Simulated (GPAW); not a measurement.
Ge:

```
Ge
1.0
     1.48805   -2.59469    0.00000
     1.48805    2.59469    0.00000
     0.00000    0.00000    4.72760
Ge
2
Direct
  0.33345 0.66655 0.25000
  0.66655 0.33345 0.75000
```

This isn't the form of Ge at room conditions, which is diamond.

| Property | Result |
| --- | --- |
| Program | GPAW 26.7.0 |
| Task | relaxation of cell and atoms |
| Functional | PBEsol |
| Dispersion | D3(BJ) |
| Potentials or basis | PAW data sets generated in the run's folder for this functional |
| Cutoff | 600 eV |
| Basis | pw |
| k mesh | 10 × 10 × 6 |
| Occupations | fermi-dirac, width 0.05 eV |
| Spin | no spin polarisation |

At the start: pressure -2.9 GPa; volume 18.25 Å³/atom.

Task: Where does the relaxation end?

Result: Over 10 steps the energy falls by 10.3 meV/atom and the volume is 17.53 Å³/atom (-4.0 %); space group Cmcm (No. 63, to 0.05 Å).

The path:
```tsv
step	energy change (eV)	largest force (eV/Å)	pressure (GPa)	volume (Å³)
1	0.0000	0.0007	-2.88	36.51
2	-0.0047	0.0009	-2.36	36.25
3	-0.0158	0.0045	0.42	35.00
4	-0.0165	0.0053	0.40	35.00
5	-0.0187	0.0121	0.02	35.06
6	-0.0197	0.0111	-0.05	35.12
7	-0.0198	0.0117	-0.02	35.10
8	-0.0200	0.0125	0.01	35.08
9	-0.0203	0.0145	0.05	35.06
10	-0.0205	0.0159	0.05	35.06
```

Final structure:
```
CELL_PARAMETERS angstrom
1.44095 -2.55455 0.00000
1.44095 2.55455 0.00000
0.00000 0.00000 4.76177
ATOMIC_POSITIONS crystal
Ge 0.33429 0.66571 0.25000
Ge 0.66571 0.33429 0.75000
```

Caveat: later steps reuse the first step's grids; pairwise dispersion overbinds metals, which lowers pressure and volume.
